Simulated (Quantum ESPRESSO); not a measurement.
# Ta (Im-3m) in Quantum ESPRESSO: a series of runs

One crystal, Ta, is run at these levels: PBEsol; tasks: relaxation of cell and atoms.

Program: Quantum ESPRESSO 7.5. These are calculated values, not measurements. Logs are shortened: lines on timing, memory, paths and dates and some standing lists are left out, and cuts for length are marked.

## 1. The crystal as given

It takes space group Im-3m (No. 229, cubic). Conventional cell: a = 3.303 Å, b = 3.303 Å, c = 3.303 Å, α = 90.00°, β = 90.00°, γ = 90.00°. Ta (site symmetry m-3m) is surrounded by 8 Ta at 2.86 Å.

## 2. Relaxation of cell and atoms, PBEsol, target pressure 10 GPa, at which the enthalpy is minimised

The input, pw.in:

```
&CONTROL
  calculation = 'vc-relax'
  prefix = 'pwscf'
  outdir = './tmp'
  pseudo_dir = './pseudo'
  tprnfor = .true.
  tstress = .true.
  disk_io = 'low'
  nstep = 40
  forc_conv_thr = 0.0004
  etot_conv_thr = 1d-05
/
&SYSTEM
  ibrav = 0
  nat = 1
  ntyp = 1
  ecutwfc = 64
  ecutrho = 515
  nbnd = 12
  occupations = 'smearing'
  smearing = 'fd'
  degauss = 0.00367493
/
&ELECTRONS
  conv_thr = 2d-10
  electron_maxstep = 120
  mixing_beta = 0.5
/
&IONS
  ion_dynamics = 'bfgs'
/
&CELL
  cell_dynamics = 'bfgs'
  press = 100
  press_conv_thr = 0.3
/
ATOMIC_SPECIES
Ta   180.9479 ta_pbesol_v1.uspp.F.UPF
CELL_PARAMETERS angstrom
  -1.6512800000    1.6512800000    1.6512800000
   1.6512800000   -1.6512800000    1.6512800000
   1.6512800000    1.6512800000   -1.6512800000
ATOMIC_POSITIONS angstrom
Ta     0.0000000000    0.0000000000    0.0000000000
K_POINTS automatic
11 11 11 0 0 0
```

Potentials or basis: GBRV 1.5 PBEsol.

Command:

```console
$ OMP_NUM_THREADS=1 mpirun -n 2 pw.x -nk 2 -in pw.in > pw.out
```

pw.out:

```text
This program is part of the open-source Quantum ESPRESSO suite
     for quantum simulation of materials; please cite
[... 6 lines left out ...]
     using ibrav=0 with symmetry is DISCOURAGED, use correct ibrav instead

     K-points division:     npool     =       2
     Subspace diagonalization in iterative solution of the eigenvalue problem:
     a serial algorithm will be used

     G-vector sticks info
     --------------------
     sticks:   dense  smooth     PW     G-vecs:    dense   smooth      PW
     Sum        1133     557    173                24103     8391    1505

     Using Slab Decomposition

     bravais-lattice index     =            0
     lattice parameter (alat)  =       5.4048  a.u.
     unit-cell volume          =     121.5399 (a.u.)^3
     number of atoms/cell      =            1
     number of atomic types    =            1
     number of electrons       =        13.00
     number of Kohn-Sham states=           12
     kinetic-energy cutoff     =      64.0000  Ry
     charge density cutoff     =     515.0000  Ry
     scf convergence threshold =      2.0E-10
     mixing beta               =       0.5000
     number of iterations used =            8  plain     mixing
     energy convergence thresh.=      1.0E-05
     force convergence thresh. =      4.0E-04
     press convergence thresh. =      3.0E-01
     Exchange-correlation= SLA  PW   PSX  PSC
                           (   1   4  10   8   0   0   0)
     nstep                     =           40

     celldm(1)=   5.404807  celldm(2)=   0.000000  celldm(3)=   0.000000
     celldm(4)=   0.000000  celldm(5)=   0.000000  celldm(6)=   0.000000

     crystal axes: (cart. coord. in units of alat)
               a(1) = (  -0.577350   0.577350   0.577350 )
               a(2) = (   0.577350  -0.577350   0.577350 )
               a(3) = (   0.577350   0.577350  -0.577350 )

     reciprocal axes: (cart. coord. in units 2 pi/alat)
               b(1) = ( -0.000000  0.866025  0.866025 )
               b(2) = (  0.866025 -0.000000  0.866025 )
               b(3) = (  0.866025  0.866025  0.000000 )

     PseudoPot. # 1 for Ta read from file:
     ta_pbesol_v1.uspp.F.UPF
     Pseudo is Ultrasoft + core correction, Zval = 13.0
     Generated by new atomic code, or converted to UPF format
     Using radial grid of  921 points,  7 beta functions with:
                l(1) =   0
                l(2) =   0
                l(3) =   1
                l(4) =   1
                l(5) =   2
                l(6) =   2
                l(7) =   3
     Q(r) pseudized with  6 coefficients,  rinner =    1.300   1.300   1.300
                                                       1.300   1.300   1.300
                                                       1.300

     atomic species   valence    mass     pseudopotential
     Ta               13.00   180.94790     Ta( 1.00)

     48 Sym. Ops., with inversion, found

   Cartesian axes

     site n.     atom                  positions (alat units)
         1        Ta     tau(   1) = (   0.0000000   0.0000000   0.0000000  )

     number of k points=    56  Fermi-Dirac smearing, width (Ry)=  0.0037
                       cart. coord. in units 2pi/alat
        k(    1) = (   0.0000000   0.0000000   0.0000000), wk =   0.0015026
        k(    2) = (   0.0787296   0.0787296   0.0000000), wk =   0.0180316
        k(    3) = (   0.1574592   0.1574592   0.0000000), wk =   0.0180316
        k(    4) = (   0.2361887   0.2361887   0.0000000), wk =   0.0180316
        k(    5) = (   0.3149183   0.3149183   0.0000000), wk =   0.0180316
        k(    6) = (   0.3936479   0.3936479   0.0000000), wk =   0.0180316
[... 48 lines left out ...]
        k(   55) = (  -0.7872958  -0.0787296  -0.0787296), wk =   0.0120210
        k(   56) = (  -0.0000000  -0.0000000   0.7872958), wk =   0.0090158

     Dense  grid:    24103 G-vectors     FFT dimensions: (  40,  40,  40)

     Smooth grid:     8391 G-vectors     FFT dimensions: (  27,  27,  27)

     Initial potential from superposition of free atoms

     starting charge      12.9990, renormalised to      13.0000

     negative rho (up, down):  9.433E-02 0.000E+00
     Starting wfcs are   13 randomized atomic wfcs

     Self-consistent Calculation

     iteration #  1     ecut=    64.00 Ry     beta= 0.50
     Davidson diagonalization with overlap
     ethr =  1.00E-02,  avg # of iterations =  3.8

     Threshold (ethr) on eigenvalues was too large:
     Diagonalizing with lowered threshold

     Davidson diagonalization with overlap
     ethr =  1.78E-04,  avg # of iterations =  1.8

     negative rho (up, down):  9.665E-02 0.000E+00

     total energy              =    -141.75216666 Ry
     estimated scf accuracy    <       0.02408635 Ry

     iteration #  2     ecut=    64.00 Ry     beta= 0.50
     Davidson diagonalization with overlap
     ethr =  1.85E-04,  avg # of iterations =  1.9
[... 358 lines left out ...]
     atom    1 type  1   force =     0.00000000    0.00000000    0.00000000

     Total force =     0.000000     Total SCF correction =     0.000000

     Computing stress (Cartesian axis) and pressure

     negative rho (up, down):  9.942E-02 0.000E+00
          total   stress  (Ry/bohr**3)                   (kbar)     P=      -45.47
  -0.00030911   0.00000000   0.00000000          -45.47        0.00        0.00
   0.00000000  -0.00030911   0.00000000            0.00      -45.47        0.00
   0.00000000   0.00000000  -0.00030911            0.00        0.00      -45.47

     BFGS Geometry Optimization
     Energy error            =      9.4E-03 Ry
     Gradient error          =      0.0E+00 Ry/Bohr
     Cell gradient error     =      1.5E+02 kbar

     number of scf cycles    =   1
     number of bfgs steps    =   0

     enthalpy           new  =    -141.6717237795 Ry

     new trust radius        =       0.0545102995 bohr
     new conv_thr            =       0.0000000002 Ry

     new unit-cell volume =    112.74664 a.u.^3 (    16.70733 Ang^3 )
     density =     17.98439 g/cm^3

CELL_PARAMETERS (angstrom)
  -1.610456530   1.610456530   1.610456530
   1.610456530  -1.610456530   1.610456530
   1.610456530   1.610456530  -1.610456530
[... 369 lines left out ...]
     negative rho (up, down):  9.875E-02 0.000E+00
          total   stress  (Ry/bohr**3)                   (kbar)     P=      126.07
   0.00085701  -0.00000000  -0.00000000          126.07       -0.00       -0.00
  -0.00000000   0.00085701  -0.00000000           -0.00      126.07       -0.00
  -0.00000000  -0.00000000   0.00085701           -0.00       -0.00      126.07

     Energy error            =      3.9E-03 Ry
     Gradient error          =      0.0E+00 Ry/Bohr
     Cell gradient error     =      2.6E+01 kbar

     number of scf cycles    =   2
     number of bfgs steps    =   1

     enthalpy           old  =    -141.6717237795 Ry
     enthalpy           new  =    -141.6756389233 Ry

     CASE: enthalpy          _new < enthalpy          _old

     new trust radius        =       0.0078401390 bohr
     new conv_thr            =            2.0E-12 Ry

     new unit-cell volume =    113.99998 a.u.^3 (    16.89305 Ang^3 )
     density =     17.78666 g/cm^3

CELL_PARAMETERS (angstrom)
  -1.616402066   1.616402066   1.616402066
   1.616402066  -1.616402066   1.616402066
   1.616402066   1.616402066  -1.616402066

ATOMIC_POSITIONS (angstrom)
Ta               0.0000000000        0.0000000000        0.0000000000

     NEW-OLD atomic charge density approx. for the potential
     New effective cutoffs (rho, wfc):  535.25   66.79

     negative rho (up, down):  9.884E-02 0.000E+00
[... 367 lines left out ...]
     negative rho (up, down):  9.889E-02 0.000E+00
          total   stress  (Ry/bohr**3)                   (kbar)     P=       97.24
   0.00066103   0.00000000  -0.00000000           97.24        0.00       -0.00
   0.00000000   0.00066103   0.00000000            0.00       97.24        0.00
   0.00000000   0.00000000   0.00066103            0.00        0.00       97.24

     Energy error            =      9.8E-05 Ry
     Gradient error          =      0.0E+00 Ry/Bohr
     Cell gradient error     =      2.8E+00 kbar

     number of scf cycles    =   3
     number of bfgs steps    =   2

     enthalpy           old  =    -141.6756389233 Ry
     enthalpy           new  =    -141.6757371976 Ry

     CASE: enthalpy          _new < enthalpy          _old

     new trust radius        =       0.0007566827 bohr
     new conv_thr            =            2.0E-12 Ry

     new unit-cell volume =    113.87884 a.u.^3 (    16.87510 Ang^3 )
     density =     17.80558 g/cm^3

CELL_PARAMETERS (angstrom)
  -1.615829295   1.615829295   1.615829295
   1.615829295  -1.615829295   1.615829295
   1.615829295   1.615829295  -1.615829295

ATOMIC_POSITIONS (angstrom)
Ta               0.0000000000        0.0000000000        0.0000000000

     NEW-OLD atomic charge density approx. for the potential
     New effective cutoffs (rho, wfc):  535.63   66.84

     negative rho (up, down):  9.888E-02 0.000E+00
[... 347 lines left out ...]
     Computing stress (Cartesian axis) and pressure

     negative rho (up, down):  9.887E-02 0.000E+00
          total   stress  (Ry/bohr**3)                   (kbar)     P=       99.96
   0.00067952  -0.00000000  -0.00000000           99.96       -0.00       -0.00
  -0.00000000   0.00067952  -0.00000000           -0.00       99.96       -0.00
  -0.00000000  -0.00000000   0.00067952           -0.00       -0.00       99.96

     Energy error            =      1.2E-06 Ry
     Gradient error          =      0.0E+00 Ry/Bohr
     Cell gradient error     =      3.9E-02 kbar

     bfgs converged in   4 scf cycles and   3 bfgs steps
     (criteria: energy <  1.0E-05 Ry, force <  4.0E-04 Ry/Bohr, cell <  3.0E-01 kbar)

     End of BFGS Geometry Optimization

     Final enthalpy           =    -141.6757383520 Ry

Begin final coordinates
     new unit-cell volume =    113.87884 a.u.^3 (    16.87510 Ang^3 )
     density =     17.80558 g/cm^3

CELL_PARAMETERS (angstrom)
  -1.615829295   1.615829295   1.615829295
   1.615829295  -1.615829295   1.615829295
   1.615829295   1.615829295  -1.615829295

ATOMIC_POSITIONS (angstrom)
Ta               0.0000000000        0.0000000000        0.0000000000
End final coordinates

     Final scf calculation at the relaxed structure.
     The G-vectors are recalculated for the final unit cell
     Results may differ from those at the preceding step.

     G-vector sticks info
     --------------------
     sticks:   dense  smooth     PW     G-vecs:    dense   smooth      PW
     Sum        1089     535    173                22543     7803    1433

     Using Slab Decomposition

     bravais-lattice index     =            0
     lattice parameter (alat)  =       5.4048  a.u.
     unit-cell volume          =     113.8788 (a.u.)^3
     number of atoms/cell      =            1
     number of atomic types    =            1
     number of electrons       =        13.00
     number of Kohn-Sham states=           12
     kinetic-energy cutoff     =      64.0000  Ry
     charge density cutoff     =     515.0000  Ry
     scf convergence threshold =      2.0E-12
     mixing beta               =       0.5000
     number of iterations used =            8  plain     mixing
     press convergence thresh. =      3.0E-01
     Exchange-correlation= SLA  PW   PSX  PSC
                           (   1   4  10   8   0   0   0)

     celldm(1)=   5.404807  celldm(2)=   0.000000  celldm(3)=   0.000000
     celldm(4)=   0.000000  celldm(5)=   0.000000  celldm(6)=   0.000000

     crystal axes: (cart. coord. in units of alat)
               a(1) = (  -0.564955   0.564955   0.564955 )
               a(2) = (   0.564955  -0.564955   0.564955 )
               a(3) = (   0.564955   0.564955  -0.564955 )

     reciprocal axes: (cart. coord. in units 2 pi/alat)
               b(1) = (  0.000000  0.885026  0.885026 )
               b(2) = (  0.885026  0.000000  0.885026 )
               b(3) = (  0.885026  0.885026  0.000000 )

     PseudoPot. # 1 for Ta read from file:
     ta_pbesol_v1.uspp.F.UPF
     Pseudo is Ultrasoft + core correction, Zval = 13.0
     Generated by new atomic code, or converted to UPF format
     Using radial grid of  921 points,  7 beta functions with:
                l(1) =   0
                l(2) =   0
                l(3) =   1
                l(4) =   1
                l(5) =   2
                l(6) =   2
                l(7) =   3
     Q(r) pseudized with  6 coefficients,  rinner =    1.300   1.300   1.300
                                                       1.300   1.300   1.300
                                                       1.300

     atomic species   valence    mass     pseudopotential
     Ta               13.00   180.94790     Ta( 1.00)

     48 Sym. Ops., with inversion, found

   Cartesian axes

     site n.     atom                  positions (alat units)
         1        Ta     tau(   1) = (   0.0000000   0.0000000   0.0000000  )

     number of k points=    56  Fermi-Dirac smearing, width (Ry)=  0.0037
                       cart. coord. in units 2pi/alat
        k(    1) = (   0.0000000   0.0000000   0.0000000), wk =   0.0015026
        k(    2) = (   0.0804569   0.0804569   0.0000000), wk =   0.0180316
        k(    3) = (   0.1609138   0.1609138   0.0000000), wk =   0.0180316
        k(    4) = (   0.2413706   0.2413706   0.0000000), wk =   0.0180316
        k(    5) = (   0.3218275   0.3218275   0.0000000), wk =   0.0180316
        k(    6) = (   0.4022844   0.4022844   0.0000000), wk =   0.0180316
[... 48 lines left out ...]
        k(   55) = (  -0.8045688  -0.0804569  -0.0804569), wk =   0.0120210
        k(   56) = (  -0.0000000  -0.0000000   0.8045688), wk =   0.0090158

     Dense  grid:    22543 G-vectors     FFT dimensions: (  40,  40,  40)

     Smooth grid:     7803 G-vectors     FFT dimensions: (  27,  27,  27)

     Initial potential from superposition of free atoms

     starting charge      12.9990, renormalised to      13.0000

     negative rho (up, down):  9.407E-02 0.000E+00
     Starting wfcs are   13 randomized atomic wfcs

     Self-consistent Calculation

     iteration #  1     ecut=    64.00 Ry     beta= 0.50
     Davidson diagonalization with overlap
     ethr =  1.00E-06,  avg # of iterations =  9.7

     negative rho (up, down):  9.626E-02 0.000E+00

     total energy              =    -141.75135397 Ry
     estimated scf accuracy    <       0.02059127 Ry

     iteration #  2     ecut=    64.00 Ry     beta= 0.50
     Davidson diagonalization with overlap
     ethr =  1.58E-04,  avg # of iterations =  1.9

     negative rho (up, down):  9.800E-02 0.000E+00

     total energy              =    -141.75293943 Ry
     estimated scf accuracy    <       0.00153314 Ry
[... 362 lines left out ...]
     atom    1 type  1   force =     0.00000000    0.00000000    0.00000000

     Total force =     0.000000     Total SCF correction =     0.000000

     Computing stress (Cartesian axis) and pressure

     negative rho (up, down):  9.894E-02 0.000E+00
          total   stress  (Ry/bohr**3)                   (kbar)     P=      100.25
   0.00068152   0.00000000   0.00000000          100.25        0.00        0.00
   0.00000000   0.00068152   0.00000000            0.00      100.25        0.00
   0.00000000   0.00000000   0.00068152            0.00        0.00      100.25

=------------------------------------------------------------------------------=
   JOB DONE.
=------------------------------------------------------------------------------=
```

Wall time 27 s (2 MPI ranks of Arm Neoverse V2, shared host); peak memory 0.26 GiB.

What came out:

- Free energy: -1928.6492 eV
- Relaxed volume: 16.88 Å³/atom
- Relaxed cell: a = 2.799 Å, b = 2.799 Å, c = 2.799 Å, α = 109.47°, β = 109.47°, γ = 109.47°
- Space group after relaxing (to 0.05 Å): Im-3m (No. 229)
- Energy change on relaxing (the enthalpy is what falls): +16.2 meV/atom
- Ionic steps: 4
- Pressure after relaxing: 10.0 GPa
- Band gap on the k mesh: none (metal or under the smearing width)

Step by step:
```tsv
step	energy change (eV)	largest force (eV/Å)	pressure (GPa)	volume (Å³)
1	0.0000	0.0000	-4.55	18.01
2	0.0281	0.0000	12.61	16.71
3	0.0151	0.0000	9.72	16.89
4	0.0162	0.0000	10.00	16.88
```

Final structure:
```cif
data_structure
_symmetry_space_group_name_H-M 'P 1'
_symmetry_Int_Tables_number 1
_cell_length_a 2.7987
_cell_length_b 2.7987
_cell_length_c 2.7987
_cell_angle_alpha 109.471
_cell_angle_beta 109.471
_cell_angle_gamma 109.471
_cell_volume 16.88
loop_
_atom_site_label
_atom_site_type_symbol
_atom_site_fract_x
_atom_site_fract_y
_atom_site_fract_z
_atom_site_occupancy
Ta1 Ta 0.00000 0.00000 0.00000 1
```

The run has no spin-orbit coupling, so splittings on Ta are missing.

## 3. Relaxation of cell and atoms, PBEsol, target pressure 20 GPa, at which the enthalpy is minimised

pw.in, as its differences from that of step 2:

```diff
@@ -33,3 +33,3 @@
   cell_dynamics = 'bfgs'
-  press = 100
+  press = 200
   press_conv_thr = 0.3
```

Potentials or basis: GBRV 1.5 PBEsol.

Command:

```console
$ OMP_NUM_THREADS=1 mpirun -n 2 pw.x -nk 2 -in pw.in > pw.out
```

It took 30 s on 2 MPI ranks of Arm Neoverse V2, shared host; peak memory 0.26 GiB.

The run converged. Its results:

```
Free energy                                            : -1928.5928 eV
Relaxed volume                                         : 16.27 Å³/atom
Relaxed cell                                           : a = 2.765 Å, b = 2.765 Å, c = 2.765 Å, α = 109.47°, β = 109.47°, γ = 109.47°
Space group after relaxing (to 0.05 Å)                 : Im-3m (No. 229)
Energy change on relaxing (the enthalpy is what falls) : +72.2 meV/atom
Ionic steps                                            : 5
Pressure after relaxing                                : 20.0 GPa
Band gap on the k mesh                                 : none (metal or under the smearing width)
```

The path:
| step | energy change (eV) | largest force (eV/Å) | pressure (GPa) | volume (Å³) |
| --- | --- | --- | --- | --- |
| 1 | 0.0000 | 0.0000 | -4.55 | 18.01 |
| 2 | 0.1354 | 0.0000 | 28.09 | 15.85 |
| 3 | 0.0645 | 0.0000 | 18.88 | 16.33 |
| 4 | 0.0719 | 0.0000 | 19.96 | 16.27 |
| 5 | 0.0722 | 0.0000 | 20.01 | 16.27 |

Final structure:
```
Ta
1.0
    -1.59634    1.59634    1.59634
     1.59634   -1.59634    1.59634
     1.59634    1.59634   -1.59634
Ta
1
Direct
  0.00000 0.00000 0.00000
```

Levels at points of the mesh, in eV from the Fermi level:
```csv
k point,band 4,band 5,band 6,band 7,band 8,band 9
"(0.00, 0.00, 0.00)",-32.62,-8.28,0.72,0.72,0.72,4.37
```

(Continued in part 2 of 2.)
